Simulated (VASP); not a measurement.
Runs of VASP 6.6.1 on MoSe2. Symmetry: P6_3/mmc, No. 194, hexagonal system. Conventional cell: a = 3.288 Å, b = 3.288 Å, c = 12.900 Å, α = 90.00°, β = 90.00°, γ = 120.00°. Mo (site symmetry -6m2) is surrounded by 6 Se at 2.49 Å. Around Se (site symmetry 3m) lie 3 Mo at 2.49 Å. 

| task | cell | gap on the mesh (eV) | pressure (GPa) | largest force (eV/Å) |
| --- | --- | --- | --- | --- |
| relaxation of shape and atoms at fixed volume | atoms relaxed at fixed volume from: a relaxed cell with its volume scaled by 0.98 | (b) | 1.1 | - |
| relaxation of shape and atoms at fixed volume | atoms relaxed at fixed volume from: a relaxed cell with its volume scaled by 1.06 | (a) | -1.9 | - |
| relaxation of cell and atoms | relaxed | 0.84 | 0.0 | - |
| relaxation of shape and atoms at fixed volume | atoms relaxed at fixed volume from: a relaxed cell with its volume scaled by 0.94 | 0.65 | 4.0 | 0.01 |
| relaxation of shape and atoms at fixed volume | atoms relaxed at fixed volume from: a relaxed cell with its volume scaled by 0.96 | 0.71 | 2.4 | 0.01 |
| relaxation of shape and atoms at fixed volume | atoms relaxed at fixed volume from: a relaxed cell with its volume scaled by 1.04 | 0.98 | -1.5 | 0.01 |
| relaxation of shape and atoms at fixed volume | atoms relaxed at fixed volume | 0.84 | 0.0 | - |
| relaxation of shape and atoms at fixed volume | atoms relaxed at fixed volume from: a relaxed cell with its volume scaled by 1.02 | 0.91 | -0.8 | - |

Alike in all rows: level PBE+D3(BJ); potentials or basis VASP PAW PBE potentials, release 64 (Mo_sv, Se); no spin polarisation; k mesh 9 × 9 × 2; cutoff (eV) 600; smearing gaussian 0.03 eV.

Estimate the missing entries.

(a) 1.04; (b) 0.78.

Caveats: an odd mesh through Γ misses points on the zone boundary, where band edges often lie; the relaxation stopped at its first step, so nothing moved (some runs).

A k mesh can miss the band edges, and the runs leave out spin-orbit coupling on Mo, Se.
